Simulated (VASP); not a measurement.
# Ga (I4/mmm) in VASP: further runs

One crystal, Ga, is run at these levels: PBE; tasks: single point.

All numbers are computed with VASP 6.6.1; they aren't measurements. Logs are shortened: lines on timing, memory, paths and dates and some standing lists are left out, and cuts for length are marked.

## (1) The structure

The structure is tetragonal, space group I4/mmm (No. 139). The conventional cell has a = 2.769 Å, b = 2.769 Å, c = 4.622 Å, α = 90.00°, β = 90.00°, γ = 90.00°. Around Ga (site symmetry 4/mmm) lie 12 Ga at 2.77 to 3.03 Å.

This isn't the form of Ga at room conditions, which is orthorhombic.

## (2) Single point, PBE

File INCAR:

```
ADDGRID = False
ALGO = Normal
EDIFF = 1E-7
ENCUT = 450
GGA = PE
ISIF = 2
ISMEAR = 1
LASPH = True
LCHARG = False
LREAL = False
LWAVE = False
NELM = 100
PREC = Accurate
SIGMA = 0.1
```

File KPOINTS:

```
k-points
0
Gamma
  12 12 12
```

File POSCAR:

```
Ga
1.0
   -1.3843987196      1.3843987196      2.3112238365
    1.3843987196     -1.3843987196      2.3112238365
    1.3843987196      1.3843987196     -2.3112238365
Ga
1
Direct
    0.0000000000      0.0000000000      0.0000000000
```

Potentials or basis: VASP PAW PBE potentials, release 64 (Ga_d).

Launch:

```sh
cat potpaw_PBE.64/Ga_d/POTCAR > POTCAR
mpirun -np 1 vasp_std > vasp.out
```

OUTCAR:

```text
EDIFF = 1E-7
   ENCUT = 450
   GGA = PE
   ISIF = 2
   ISMEAR = 1
   LASPH = True
   LREAL = False
   NELM = 100
   PREC = Accurate

 Found    163 irreducible k-points:

 Following reciprocal coordinates:
            Coordinates               Weight
  0.000000  0.000000  0.000000      1.000000
  0.083333  0.000000 -0.000000      8.000000
  0.166667  0.000000  0.000000      8.000000
  0.250000  0.000000 -0.000000      8.000000
  0.333333  0.000000  0.000000      8.000000
  0.416667  0.000000 -0.000000      8.000000
   k-points           NKPTS =    163   k-points in BZ     NKDIM =    163   number of bands    NBANDS=     10
   number of dos      NEDOS =    301   number of ions     NIONS =      1
   total plane-waves  NPLWV =  13824
   dimension x,y,z NGX =    24 NGY =   24 NGZ =   24
   dimension x,y,z NGXF=    48 NGYF=   48 NGZF=   48
   ions per type =               1
   NGX,Y,Z   is equivalent  to a cutoff of  13.17, 13.17, 13.17 a.u.
   NGXF,Y,Z  is equivalent  to a cutoff of  26.34, 26.34, 26.34 a.u.
 SYSTEM =  unknown system
   PREC   = accura    normal or accurate (medium, high low for compatibility)
   ISTART =      0    job   : 0-new  1-cont  2-samecut
   ICHARG =      2    charge: 1-file 2-atom 10-const
   ISPIN  =      1    spin polarized calculation?
   LNONCOLLINEAR =      F non collinear calculations
   LSORBIT =      F    spin-orbit coupling
   LASPH  =      T    aspherical Exc in radial PAW
   ENCUT  =  450.0 eV  33.07 Ry    5.75 a.u.   5.24  5.24  5.24*2*pi/ulx,y,z
   NELM   =    100;   NELMIN=  2; NELMDL= -5     # of ELM steps
   EDIFF  = 0.1E-06   stopping-criterion for ELM
   LREAL  =      F    real-space projection
   EDIFFG = 0.1E-05   stopping-criterion for IOM
   NSW    =      0    number of steps for IOM
   IBRION =     -1    ionic relax: 0-MD 1-quasi-New 2-CG
   NFREE  =      0    steps in history (QN), initial steepest desc. (CG)
   ISIF   =      2    stress and relaxation
   ISYM   =      2    0-nonsym 1-usesym 2-fastsym
   POTIM  = 0.5000    time-step for ionic-motion
   TEBEG  =    0.0;   TEEND  =   0.0 temperature during run
   PSTRESS=    0.0 pullay stress
   NELECT =      13.0000    total number of electrons
   NUPDOWN=      -1.0000    fix difference up-down
   EMIN   =  10.00;   EMAX   =-10.00  energy-range for DOS
   EFERMI =   0.00;   METHOD = LEGACY
   ISMEAR =     1;   SIGMA  =   0.10  broadening in eV -4-tet -1-fermi 0-gaus
   EFERMI_NEDOS =   21; number of points for ismear=-14 and -15
   IALGO  =     38    algorithm
   IMIX   =      4    mixing-type and parameters
     AMIX     =   0.40;   BMIX     =  1.00
     AMIX_MAG =   1.60;   BMIX_MAG =  1.00
  volume/ion in A,a.u.               =      17.72       119.57
  Fermi-wavevector in a.u.,A,eV,Ry     =   1.476549  2.790273 29.663375  2.180197
  Thomas-Fermi vector in A             =   2.591062
   LORBIT       =      0    0 simple, 1 ext, 2 COOP (PROOUT), +10 PAW based schemes
   GGA     = PE    functional components
   LHFCALC =     F    Hartree Fock is set to
   AEXX    =    0.0000 exact exchange contribution
   IVDW    =     0    specifies the selected vdW correction
   LEPSILON=     F    determine dielectric tensor
   LRPA    =     F    only Hartree local field effects (RPA)
 non-spin polarized calculation
 Methfessel and Paxton  Order N= 1 SIGMA  =   0.10
  energy-cutoff  :      450.00
  volume of cell :       17.72
 maximum number of plane-waves:       403
 NGX is ok and might be reduce to    24
   NGX = 11   NGY = 11   NGZ = 11

 number of electron      12.9999997 magnetization

 Free energy of the ion-electron system (eV)
  ---------------------------------------------------
  ext. energy  EPLUGINS =         0.00000000
  ---------------------------------------------------
  free energy    TOTEN  =        -2.87046042 eV

  energy without entropy =       -2.87033205  energy(sigma->0) =       -2.87041763

 E-fermi :   6.1997     XC(G=0): -11.3329

 val. band max:        6.1298462538   @ k =  -0.3333   0.3333   0.2500
 cond. band min:       6.2045781286   @ k =   0.3333   0.2500  -0.0000
 fundamental gap:      0.0747318749
 Fermi energy:         6.1997445634

 k-point     1 :       0.0000    0.0000    0.0000
  band No.  band energies     occupation
      1      -8.9534      2.00000
      2      -8.7942      2.00000
      3      -8.7585      2.00000
      4      -8.7585      2.00000
      5      -8.5956      2.00000
      6      -5.3846      2.00000
      7      18.8472      0.00000
      8      19.1556      0.00000
      9      19.1556      0.00000
     10      22.5285      0.00000

 k-point     2 :       0.0833    0.0000   -0.0000
  band No.  band energies     occupation
      1      -8.9412      2.00000
      2      -8.7910      2.00000
      3      -8.7618      2.00000
      4      -8.7509      2.00000
      5      -8.6020      2.00000
      6      -5.1957      2.00000
      7      16.9886      0.00000
      8      18.2377      0.00000
      9      18.9961      0.00000
     10      21.4307      0.00000

 k-point     3 :       0.1667    0.0000    0.0000
  band No.  band energies     occupation
      1      -8.9176      2.00000
      2      -8.8023      2.00000
      3      -8.7443      2.00000
      4      -8.7326      2.00000
      5      -8.6174      2.00000
      6      -4.6237      2.00000
      7      13.5084      0.00000
      8      16.9705      0.00000
      9      18.7058      0.00000
     10      20.3949      0.00000

 k-point     4 :       0.2500    0.0000   -0.0000
  band No.  band energies     occupation
      1      -8.9047      2.00000
      2      -8.8375      2.00000
      3      -8.7185      2.00000
      4      -8.6869      2.00000
      5      -8.6273      2.00000
      6      -3.6603      2.00000
      7      10.0835      0.00000
      8      15.7728      0.00000
      9      18.5187      0.00000
     10      19.3912      0.00000

 k-point     5 :       0.3333    0.0000    0.0000
  band No.  band energies     occupation
      1      -8.9052      2.00000
      2      -8.8766      2.00000
      3      -8.7247      2.00000
      4      -8.6167      2.00000
      5      -8.6163      2.00000
      6      -2.3047      2.00000
      7       6.9269     -0.00000
      8      14.8452      0.00000
      9      18.5081      0.00000
     10      18.6384      0.00000

 k-point     6 :       0.4167    0.0000   -0.0000
  band No.  band energies     occupation
      1      -8.9176      2.00000
      2      -8.8986      2.00000
      3      -8.7386      2.00000
      4      -8.5995      2.00000
      5      -8.5607      2.00000
      6      -0.5685      2.00000
      7       4.1002      2.00000
      8      14.2647      0.00000
      9      18.1846      0.00000
     10      18.6193      0.00000

 [... further k-points ...]

------------------------ aborting loop because EDIFF is reached ----------------------------------------

  FORCE on cell =-STRESS in cart. coord.  units (eV):
  Direction    XX          YY          ZZ          XY          YZ          ZX
  --------------------------------------------------------------------------------------
  -------------------------------------------------------------------------------------
  Total        0.3410417      0.3410417      0.5660088      0.0000000      0.0000000      0.0000000
  in kB       30.8385360     30.8385360     51.1810758      0.0000000      0.0000000      0.0000000
  external PRESSURE =      37.6193826 kB  Pullay stress =       0.0000000 kB

 VOLUME and BASIS-vectors are now :
 -----------------------------------------------------------------------------
  energy-cutoff  :      450.00
  volume of cell :       17.72
      direct lattice vectors                 reciprocal lattice vectors
    -1.384398720  1.384398720  2.311223836     0.000000000  0.361167627  0.216335602
     1.384398720 -1.384398720  2.311223836     0.361167627  0.000000000  0.216335602
     1.384398720  1.384398720 -2.311223836     0.361167627  0.361167627  0.000000000

 POSITION                                       TOTAL-FORCE (eV/Angst)
 -----------------------------------------------------------------------------------
      0.00000      0.00000      0.00000         0.000000      0.000000      0.000000
 -----------------------------------------------------------------------------------
    total drift:                                0.000000      0.000000     -0.000000

  FREE ENERGIE OF THE ION-ELECTRON SYSTEM (eV)
  ---------------------------------------------------
  free  energy   TOTEN  =        -2.8704604165 eV

  energy  without entropy=       -2.8703320543  energy(sigma->0) =       -2.87041763
```

It took 7.5 s on 1 thread of Intel Xeon 6975P-C (Granite Rapids), shared host; peak memory 0.15 GiB.

These settings aren't checked as converged: the numbers below hold their error.

Results:

| Property | Result |
| --- | --- |
| Free energy | -2.8705 eV |
| Pressure | 3.8 GPa |
| Band gap on the k mesh | none (metal or under the smearing width) |

## (3) Single point, PBE

INCAR: that of step 2 with these lines changed.

```diff
@@ -13,2 +13,2 @@
 PREC = Accurate
-SIGMA = 0.1
+SIGMA = 0.05
```

KPOINTS is that of step 2.

POSCAR is that of step 2.

Potentials or basis: VASP PAW PBE potentials, release 64 (Ga_d).

Launch:

```sh
cat potpaw_PBE.64/Ga_d/POTCAR > POTCAR
mpirun -np 1 vasp_std > vasp.out
```

Run time: 7.4 s. Hardware: 1 thread of Intel Xeon 6975P-C (Granite Rapids), shared host; peak memory 0.15 GiB.

These settings aren't checked as converged: the numbers below hold their error.

Results:

* Free energy: -2.8703 eV
* Pressure: 3.7 GPa
* Band gap on the k mesh: none (metal or under the smearing width)

## (4) The reference run

An earlier run on the cell as given: functional PBEsol; potentials or basis VASP PAW PBE potentials, release 64 (Ga_d); cutoff 520 eV; k mesh 13 × 13 × 13; occupations fermi-dirac, width 0.05 eV; no spin polarisation.

* Pressure: -0.2 GPa
* Band gap on the k mesh: none (metal or under the smearing width)
